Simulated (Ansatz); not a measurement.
Runs of Ansatz 0.2.0 on AlRu. The structure is cubic, space group Pm-3m (No. 221). Conventional cell: a = 2.992 Å, b = 2.992 Å, c = 2.992 Å, α = 90.00°, β = 90.00°, γ = 90.00°. Around Ru (site symmetry m-3m) lie 8 Al at 2.59 Å. Around Al (site symmetry m-3m) lie 8 Ru at 2.59 Å. 

| level | k mesh | cutoff (eV) | mesh quality | V0 of scaled cells (Å³/atom) | B0 (GPa) |
| --- | --- | --- | --- | --- | --- |
| PBE0 | 4 × 4 × 4 | 420 | coarse | (c) | 233 |
| PBEsol | 9 × 9 × 9 | 420 | not flagged | (a) | 220 |
| LDA | 9 × 9 × 9 | 420 | not flagged | (b) | 232 |
| r2SCAN | 9 × 9 × 9 | 500 | not flagged | 13.26 | 221 |

Alike in all rows: task equation of state; potentials or basis Ansatz PAW; no spin polarisation; cell as given; smearing fermi-dirac 0.05 eV.

Fill in the values left out.

(a) 13.18; (b) 12.88; (c) 12.95.

Caveats: some runs use coarse meshes; the PAW data sets were made with another functional, which shifts forces and pressure a little (some runs).
